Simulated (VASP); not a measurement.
# Na2S (Fm-3m) in VASP: notebook

Aim: see how the results for Na2S move with the level of theory and the settings. Levels: PBEsol, r2SCAN. Tasks: single point.

Everything below comes from runs of VASP 6.6.1. Logs are shortened: lines on timing, memory, paths and dates and some standing lists are left out, and cuts for length are marked.

## (1) Starting point

The structure is cubic, space group Fm-3m (No. 225). Conventional cell: a = 6.503 Å, b = 6.503 Å, c = 6.503 Å, α = 90.00°, β = 90.00°, γ = 90.00°. Na (site symmetry -43m) has 4 S at 2.82 Å as nearest neighbours. Around S (site symmetry m-3m) lie 8 Na at 2.82 Å.

The cell comes from a database or a generator and needn't be the stable form of this composition.

## (2) Single point, PBEsol

Contents of INCAR:

```
PREC = Accurate
ENCUT = 700
EDIFF = 1E-6
ISMEAR = 0
SIGMA = 0.02
LREAL = False
LASPH = True
NELM = 60
ALGO = Normal
ISIF = 2
LWAVE = False
LCHARG = True
GGA = PS
LELF = True
LVHAR = True
NBANDS = 17
```

Contents of KPOINTS:

```
Automatic mesh
0
Gamma
  8 8 8
```

Contents of POSCAR:

```
Na2S
1.0
    0.0000000000      3.2516400000      3.2516400000
    3.2516400000      0.0000000000      3.2516400000
    3.2516400000      3.2516400000      0.0000000000
Na S
2 1
Direct
    0.2500000000      0.2500000000      0.2500000000
    0.7500000000      0.7500000000      0.7500000000
    0.0000000000      0.0000000000      1.0000000000
```

Potentials or basis: VASP PAW PBE potentials, release 64 (Na_pv, S).

The run is started by

```console
$ cat potpaw_PBE.64/Na_pv/POTCAR potpaw_PBE.64/S/POTCAR > POTCAR
$ mpirun -np 1 vasp_std > vasp.out
```

OUTCAR:

```text
PREC = Accurate
   ENCUT = 700
   EDIFF = 1E-6
   ISMEAR = 0
   LREAL = False
   LASPH = True
   NELM = 60
   ISIF = 2
   GGA = PS

 ion  position               nearest neighbor table
   1  0.250  0.250  0.250-
   2  0.750  0.750  0.750-
   3  0.000  0.000  0.000-

  LATTYP: Found a face centered cubic cell.
 ALAT       =     6.5032800000

  Lattice vectors:

 A1 = (   0.0000000000,   3.2516400000,   3.2516400000)
 A2 = (   3.2516400000,   0.0000000000,   3.2516400000)
 A3 = (   3.2516400000,   3.2516400000,   0.0000000000)

Analysis of symmetry for initial positions (statically):
=====================================================================
 Subroutine PRICEL returns:
 Original cell was already a primitive cell.

 Routine SETGRP: Setting up the symmetry group for a
 face centered cubic supercell.

 Subroutine GETGRP returns: Found 48 space group operations
 (whereof 48 operations were pure point group operations)
 out of a pool of 48 trial point group operations.

The static configuration has the point symmetry O_h .

Analysis of symmetry for dynamics (positions and initial velocities):
=====================================================================
 Subroutine PRICEL returns:
 Original cell was already a primitive cell.

 Routine SETGRP: Setting up the symmetry group for a
 face centered cubic supercell.

 Subroutine GETGRP returns: Found 48 space group operations
 (whereof 48 operations were pure point group operations)
 out of a pool of 48 trial point group operations.

The dynamic configuration has the point symmetry O_h .

 Subroutine INISYM returns: Found 48 space group operations
 (whereof 48 operations are pure point group operations),
 and found     1 'primitive' translations

----------------------------------------------------------------------------------------

                                     Primitive cell

  volume of cell :      68.7602

  direct lattice vectors                    reciprocal lattice vectors
     0.000000000  3.251640000  3.251640000    -0.153768560  0.153768560  0.153768560
     3.251640000  0.000000000  3.251640000     0.153768560 -0.153768560  0.153768560
     3.251640000  3.251640000  0.000000000     0.153768560  0.153768560 -0.153768560

  length of vectors
     4.598513388  4.598513388  4.598513388     0.266334958  0.266334958  0.266334958

  position of ions in fractional coordinates (direct lattice)
     0.250000000  0.250000000  0.250000000
     0.750000000  0.750000000  0.750000000
     0.000000000  0.000000000  0.000000000

  ion indices of the primitive-cell ions
   primitive index   ion index
                 1           1
                 2           2
                 3           3

----------------------------------------------------------------------------------------

 KPOINTS: Automatic mesh

Automatic generation of k-mesh.
 Grid dimensions read from file:
 generate k-points for:    8    8    8

 Generating k-lattice:

  Cartesian coordinates                     Fractional coordinates (reciprocal lattice)
    -0.019221070  0.019221070  0.019221070     0.125000000  0.000000000  0.000000000
     0.019221070 -0.019221070  0.019221070     0.000000000  0.125000000  0.000000000
     0.019221070  0.019221070 -0.019221070     0.000000000  0.000000000  0.125000000

  Length of vectors
     0.033291870  0.033291870  0.033291870

  Shift w.r.t. Gamma in fractional coordinates (k-lattice)
     0.000000000  0.000000000  0.000000000

 Subroutine IBZKPT returns following result:
 ===========================================

 Found     29 irreducible k-points:

 Following reciprocal coordinates:
            Coordinates               Weight
  0.000000  0.000000  0.000000      1.000000
  0.125000  0.000000  0.000000      8.000000
  0.250000  0.000000  0.000000      8.000000
  0.375000  0.000000  0.000000      8.000000
  0.500000  0.000000  0.000000      4.000000
  0.125000  0.125000  0.000000      6.000000
[... 16 lines left out ...]
  0.500000  0.250000  0.125000     48.000000
 -0.375000  0.250000  0.125000     24.000000
 [... further k-points ...]
   k-points           NKPTS =     29   k-points in BZ     NKDIM =     29   number of bands    NBANDS=     17
   number of dos      NEDOS =    301   number of ions     NIONS =      3
   total plane-waves  NPLWV =  64000
   dimension x,y,z NGX =    40 NGY =   40 NGZ =   40
   dimension x,y,z NGXF=    80 NGYF=   80 NGZF=   80
   ions per type =               2   1
   NGX,Y,Z   is equivalent  to a cutoff of  14.46, 14.46, 14.46 a.u.
   NGXF,Y,Z  is equivalent  to a cutoff of  28.92, 28.92, 28.92 a.u.
 SYSTEM =  unknown system
   PREC   = accura    normal or accurate (medium, high low for compatibility)
   ISTART =      0    job   : 0-new  1-cont  2-samecut
   ICHARG =      2    charge: 1-file 2-atom 10-const
   ISPIN  =      1    spin polarized calculation?
   LNONCOLLINEAR =      F non collinear calculations
   LSORBIT =      F    spin-orbit coupling
   LASPH  =      T    aspherical Exc in radial PAW
   ENCUT  =  700.0 eV  51.45 Ry    7.17 a.u.   9.92  9.92  9.92*2*pi/ulx,y,z
   NELM   =     60;   NELMIN=  2; NELMDL= -5     # of ELM steps
   EDIFF  = 0.1E-05   stopping-criterion for ELM
   LREAL  =      F    real-space projection
   EDIFFG = 0.1E-04   stopping-criterion for IOM
   NSW    =      0    number of steps for IOM
   IBRION =     -1    ionic relax: 0-MD 1-quasi-New 2-CG
   NFREE  =      0    steps in history (QN), initial steepest desc. (CG)
   ISIF   =      2    stress and relaxation
   ISYM   =      2    0-nonsym 1-usesym 2-fastsym
   POTIM  = 0.5000    time-step for ionic-motion
   TEBEG  =    0.0;   TEEND  =   0.0 temperature during run
   PSTRESS=    0.0 pullay stress
   NELECT =      20.0000    total number of electrons
   NUPDOWN=      -1.0000    fix difference up-down
   EMIN   =  10.00;   EMAX   =-10.00  energy-range for DOS
   EFERMI =   0.00;   METHOD = LEGACY
   ISMEAR =     0;   SIGMA  =   0.02  broadening in eV -4-tet -1-fermi 0-gaus
   EFERMI_NEDOS =   21; number of points for ismear=-14 and -15
   IALGO  =     38    algorithm
   IMIX   =      4    mixing-type and parameters
     AMIX     =   0.40;   BMIX     =  1.00
     AMIX_MAG =   1.60;   BMIX_MAG =  1.00
  volume/ion in A,a.u.               =      22.92       154.67
  Fermi-wavevector in a.u.,A,eV,Ry     =   1.084690  2.049767 16.007972  1.176553
  Thomas-Fermi vector in A             =   2.220786
   LORBIT       =      0    0 simple, 1 ext, 2 COOP (PROOUT), +10 PAW based schemes
   GGA     = PS    functional components
   LHFCALC =     F    Hartree Fock is set to
   AEXX    =    0.0000 exact exchange contribution
   IVDW    =     0    specifies the selected vdW correction
   LEPSILON=     F    determine dielectric tensor
   LRPA    =     F    only Hartree local field effects (RPA)
 non-spin polarized calculation
 Gauss-broadening in eV      SIGMA  =   0.02
  energy-cutoff  :      700.00
  volume of cell :       68.76
 maximum number of plane-waves:      2914
   NGX = 19   NGY = 19   NGZ = 19

 number of electron      19.9999989 magnetization

 Free energy of the ion-electron system (eV)
  ---------------------------------------------------
  ext. energy  EPLUGINS =         0.00000000
  ---------------------------------------------------
  free energy    TOTEN  =       -10.37650817 eV

  energy without entropy =      -10.37650817  energy(sigma->0) =      -10.37650817

 E-fermi :   0.3000     XC(G=0):  -8.0197

 val. band max:        0.1852618125   @ k =   0.0000   0.0000   0.0000
 cond. band min:       2.6069664757   @ k =   0.0000   0.0000   0.0000
 fundamental gap:      2.4217046632
 Fermi energy:         0.2999684535

 k-point     1 :       0.0000    0.0000    0.0000
  band No.  band energies     occupation
      1     -21.8452      2.00000
      2     -21.8452      2.00000
      3     -21.8452      2.00000
      4     -21.7870      2.00000
      5     -21.7870      2.00000
      6     -21.7870      2.00000
[... 9 lines left out ...]
     16       9.5235      0.00000
     17      11.3733      0.00000

 k-point     2 :       0.1250    0.0000    0.0000
  band No.  band energies     occupation
      1     -21.8438      2.00000
      2     -21.8431      2.00000
      3     -21.8431      2.00000
      4     -21.7905      2.00000
      5     -21.7894      2.00000
      6     -21.7894      2.00000
[... 9 lines left out ...]
     16       9.1339      0.00000
     17      10.9287      0.00000

 k-point     3 :       0.2500    0.0000    0.0000
  band No.  band energies     occupation
      1     -21.8397      2.00000
      2     -21.8372      2.00000
      3     -21.8372      2.00000
      4     -21.7996      2.00000
      5     -21.7960      2.00000
      6     -21.7960      2.00000
[... 9 lines left out ...]
     16       9.3146      0.00000
     17      10.4872      0.00000

 k-point     4 :       0.3750    0.0000    0.0000
  band No.  band energies     occupation
      1     -21.8331      2.00000
      2     -21.8282      2.00000
      3     -21.8282      2.00000
      4     -21.8112      2.00000
      5     -21.8058      2.00000
      6     -21.8058      2.00000
[... 9 lines left out ...]
     16      10.3510      0.00000
     17      10.7648      0.00000
[... 343 lines left out ...]
      1     -21.8536      2.00000
      2     -21.8404      2.00000
      3     -21.8291      2.00000
      4     -21.8102      2.00000
      5     -21.7952      2.00000
      6     -21.7820      2.00000
[... 9 lines left out ...]
     16      10.7734      0.00000
     17      11.8448      0.00000

 k-point    23 :       0.5000    0.2500    0.1250
  band No.  band energies     occupation
      1     -21.8559      2.00000
      2     -21.8425      2.00000
      3     -21.8306      2.00000
      4     -21.8063      2.00000
      5     -21.7977      2.00000
      6     -21.7823      2.00000
[... 9 lines left out ...]
     16      11.3031      0.00000
     17      12.1481      0.00000

 k-point    24 :      -0.3750    0.2500    0.1250
  band No.  band energies     occupation
      1     -21.8545      2.00000
      2     -21.8495      2.00000
      3     -21.8189      2.00000
      4     -21.8186      2.00000
      5     -21.7885      2.00000
      6     -21.7874      2.00000
[... 9 lines left out ...]
     16      10.8356      0.00000
     17      12.1647      0.00000

 [... further k-points ...]

------------------------ aborting loop because EDIFF is reached ----------------------------------------

  FORCE on cell =-STRESS in cart. coord.  units (eV):
  Direction    XX          YY          ZZ          XY          YZ          ZX
  --------------------------------------------------------------------------------------
  -------------------------------------------------------------------------------------
  Total        0.0159609      0.0159609      0.0159609      0.0000000      0.0000000     -0.0000000
  in kB        0.3719034      0.3719034      0.3719034      0.0000000      0.0000000     -0.0000000
  external PRESSURE =       0.3719034 kB  Pullay stress =       0.0000000 kB

 VOLUME and BASIS-vectors are now :
 -----------------------------------------------------------------------------
  energy-cutoff  :      700.00
  volume of cell :       68.76
      direct lattice vectors                 reciprocal lattice vectors
     0.000000000  3.251640000  3.251640000    -0.153768560  0.153768560  0.153768560
     3.251640000  0.000000000  3.251640000     0.153768560 -0.153768560  0.153768560
     3.251640000  3.251640000  0.000000000     0.153768560  0.153768560 -0.153768560

 POSITION                                       TOTAL-FORCE (eV/Angst)
 -----------------------------------------------------------------------------------
      1.62582      1.62582      1.62582         0.000000      0.000000     -0.000000
      4.87746      4.87746      4.87746        -0.000000     -0.000000      0.000000
      0.00000      0.00000      0.00000         0.000000      0.000000      0.000000
 -----------------------------------------------------------------------------------
    total drift:                               -0.000000     -0.000000      0.000000

  FREE ENERGIE OF THE ION-ELECTRON SYSTEM (eV)
  ---------------------------------------------------
  free  energy   TOTEN  =       -10.3765081743 eV

  energy  without entropy=      -10.3765081743  energy(sigma->0) =      -10.37650817
```

It took 43 s on 1 thread of Intel Xeon Platinum 8488C (Sapphire Rapids), shared host; peak memory 0.24 GiB.

What came out:

| Property | Result |
| --- | --- |
| Free energy | -10.3765 eV |
| Pressure | 0.0 GPa |
| Band gap on the k mesh | 2.42 eV, direct |

Caveat: the PAW data sets were made with another functional, which shifts forces and pressure a little.

(Continued in part 2 of 2.)
